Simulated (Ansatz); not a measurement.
System: InGaP2 (ordered model alloy, started on the GaP lattice) (Ima2).

```cif
data_structure
_symmetry_space_group_name_H-M 'P 1'
_symmetry_Int_Tables_number 1
_cell_length_a 7.9339
_cell_length_b 7.9339
_cell_length_c 7.9359
_cell_angle_alpha 59.992
_cell_angle_beta 59.992
_cell_angle_gamma 60.128
_cell_volume 353.52
loop_
_atom_site_label
_atom_site_type_symbol
_atom_site_fract_x
_atom_site_fract_y
_atom_site_fract_z
_atom_site_occupancy
Ga1 Ga 0.00027 0.99930 0.00022 1
In2 In 0.00090 0.50090 0.99910 1
In3 In 0.49945 0.50066 0.99995 1
Ga4 Ga 0.50006 0.00006 0.99994 1
In5 In 0.00090 0.50090 0.49910 1
In6 In 0.00066 0.99945 0.49995 1
Ga7 Ga 0.50006 0.00006 0.49994 1
Ga8 Ga 0.49930 0.50027 0.50022 1
P9 P 0.88108 0.35766 0.88063 1
P10 P 0.86435 0.88570 0.88553 1
P11 P 0.37015 0.88942 0.87021 1
P12 P 0.38570 0.36435 0.86442 1
P13 P 0.86435 0.88570 0.36442 1
P14 P 0.85766 0.38108 0.38063 1
P15 P 0.38570 0.36435 0.38553 1
P16 P 0.38942 0.87015 0.37021 1
```

The structure was relaxed with LDA. The runs that relaxed it are not among those shown.

Gaps computed with Ansatz 0.2.0 without a self-energy: LDA 0.78 eV, LDA+SOC 0.75 eV and HSE06 1.84 eV.

Q: Estimate the G0W0@LDA gap with 2×2×2 mesh, 989 empty bands, screening to 115 eV, PAW set soft_1 files.

About 1.53 eV: on its mesh the run moves the gap from 0.76 eV by +0.77 eV. Among the scalar-relativistic levels given, HSE06 is nearest (+0.31 eV). Bands and cutoff are finite, so the gap is not at the basis limit. The miss can reach some tenths of an eV and take either sign; the mesh is an error of its own. The 2×2×2 mesh is coarse for this cell (its supercell is 16 Å along the shortest edge). The RPA ε∞ on it, from the LDA start, is 29.75, 31.97 and 33.65; such meshes misread the long-range screening, most where the gap is narrow. The RPA ε∞ on this mesh reaches over 25; with a narrow direct gap a coarse mesh can overstate it, and the correction is then too small. The many-body steps are scalar-relativistic: spin-orbit coupling is not in them.

[Paths, hosts, dates, memory and timing lines, banners, echoed tables and standing remarks are left out of the program output.]

[Logs are printed without paths, hosts, clocks, repeated set-up lines and the standing remarks that a program may print on its own settings, such as how far it seeks lower states.]

[Runs of the session that timed out or met a known fault of the program may be left out.]

[Cells called generated may have been cut or substituted from an entry of the Crystallography Open Database or the Materials Project.]

[Hosts, paths, dates, database ids (printed as entryN), source tags and the programs' standing remarks are cut or masked in the printed files.]
